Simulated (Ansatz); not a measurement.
**InSe: a film clamped to a substrate**

The calculation used Ansatz 0.2.0, DFT PBEsol, scalar-relativistic, plane waves, PAW. The runs took a 420 eV cutoff, a Γ-centred 12×12×12 mesh and Gaussian smearing (0.03 eV). No spin polarisation. Energies are free energies at this smearing, counted from the undisturbed cell; pressure is positive in compression.

The undisturbed cell (relaxed at this level):

```yaml
crystal:
  lattice:
    - [2.00439, 1.15723, 8.42919]
    - [-2.00439, 1.15723, 8.42919]
    - [0.00000, -2.31447, 8.42919]
  atoms:
    - { symbol: In, position: [0.00119, 0.00119, 0.00119] }
    - { symbol: In, position: [0.11100, 0.11100, 0.11100] }
    - { symbol: Se, position: [0.61735, 0.61735, 0.61735] }
    - { symbol: Se, position: [0.82816, 0.82816, 0.82816] }
```

The cell holds layers and no dispersion correction was added, so their binding is poorly described.

The cell (4 atoms, V0 = 117.31 Å³) is strained by p along both x and y and by q along z, fractional coordinates fixed. τp = (1/V0) ∂E/∂p = (σxx + σyy)(1 + p)(1 + q) and τq = (1/V0) ∂E/∂q = σzz(1 + p)², with tension positive.

| p | q | ΔE (meV/atom) | τp (GPa) | τq (GPa) |
| --- | --- | --- | --- | --- |
| 0.000 | 0.000 | 0.00 | 0.00 | 0.00 |
| -0.030 | 0.000 | 22.83 | -8.69 | -1.90 |
| 0.030 | 0.000 | 19.09 | 6.65 | 1.46 |
| 0.000 | -0.030 | 8.00 | -1.77 | -3.02 |
| 0.000 | 0.030 | 6.97 | 1.56 | 2.45 |

Task: Get the second derivatives of the energy density.

Result: Central differences give A = ∂τp/∂p = 256 GPa (C11 + C22 + 2 C12), C = ∂τq/∂q = 91 GPa (C33) and the cross term B = ∂τq/∂p = 56 GPa (C13 + C23); ∂τp/∂q = 56 GPa must equal B, and any difference shows higher-order terms. Steps this large leave an error of some per cent of A or C in all of these, which can swamp a small B. The ions are clamped.

Task: A film of this crystal grows with z along the normal on a substrate that imposes p. How does its thickness respond, and what does the misfit cost?

Result: Count p and q from the stress-free cell. A free surface needs τq = 0, so q = −(B/C) p = -0.61 p. The energy density left is (A − B²/C) p²/2 = M p², with the biaxial modulus M = 111 GPa; a misfit of 1 % costs 2.03 meV/atom, against 2.34 meV/atom if the thickness were held.

At p = -0.030 the energies along q are 41.9 (q = -0.030), 30.1 (q = -0.015), 22.8 (q = 0.000), 19.6 (q = 0.015), 20.0 (q = 0.030) meV/atom.

Task: Does the linear rule hold at this misfit?

Result: A parabola through the lowest point and its neighbours has its minimum at q = 0.021, 19.3 meV/atom. With the stress left in the starting cell, τp0 and τq0, linear elasticity gives q = −(τq0 + Bp)/C = 0.018 and E = V0(τp0 p + τq0 q + Ap²/2 + Bpq + Cq²/2)/N = 18.2 meV/atom. The two agree within a tenth in energy.

Forces appear on the atoms along this scan, and letting them relax would lower the energy and soften the response.

Matching the film to a smaller substrate lattice makes it thicker, and letting the thickness adjust recovers only a modest part of the misfit energy. Most of the cost therefore lies in the in-plane deformation of the covalent In–Se network. Compression costs more than equal tension along both directions, as expected from steep short-range repulsion, and this anharmonicity probably explains why the scanned minimum lies slightly above the linear estimate in both thickness and energy.

The C33 of 91 GPa is much too stiff for layered InSe, whose weak interlayer gap normally takes up most of the strain along z. With fixed fractional coordinates, the In–In bonds along the normal must stretch in the same proportion as the gap, while the In–Se bonds, which are tilted from the normal, stretch by a smaller fraction, so the value largely measures covalent stiffness. Missing dispersion attraction would more likely err towards softness. The biaxial modulus is thus best read as an upper estimate at this level of theory, whereas the thickness ratio −B/C has no such bound, since relaxation changes both B and C.
